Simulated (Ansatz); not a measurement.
**BaTe (Fm-3m) at 4 levels of theory**

One geometry, relaxed with PBE; plane waves with PAW potentials in Ansatz, scalar-relativistic unless the row names spin-orbit coupling. No spin polarisation but for the spin–orbit row. Gaps are the least over mesh and band path; pressure is positive in compression, and isn't given for hybrids.

```cif
data_structure
_symmetry_space_group_name_H-M 'Fm-3m'
_symmetry_Int_Tables_number 225
_cell_length_a 7.0667
_cell_length_b 7.0667
_cell_length_c 7.0667
_cell_angle_alpha 90.000
_cell_angle_beta 90.000
_cell_angle_gamma 90.000
_cell_volume 352.90
loop_
_atom_site_label
_atom_site_type_symbol
_atom_site_symmetry_multiplicity
_atom_site_Wyckoff_symbol
_atom_site_fract_x
_atom_site_fract_y
_atom_site_fract_z
_atom_site_occupancy
Ba1 Ba 4 b 0.50000 0.00000 0.00000 1
Te1 Te 4 a 0.00000 0.00000 0.00000 1
```

```tsv
level	cutoff (eV)	k mesh	gap (eV)	pressure (GPa)
PBE	420	8×8×8	1.66	0.0
PBEsol	420	8×8×8	1.57	-1.5
HSE06	420	4×4×4	2.35	-
PBE with spin-orbit coupling	420	8×8×8	1.39	0.0
```

Spin-orbit coupling matters for the bands of heavy elements and enters only rows that name it.

The cell was reached from a generator's guess, though it ends in a space group that the part of the Crystallography Open Database at hand lists for this formula.
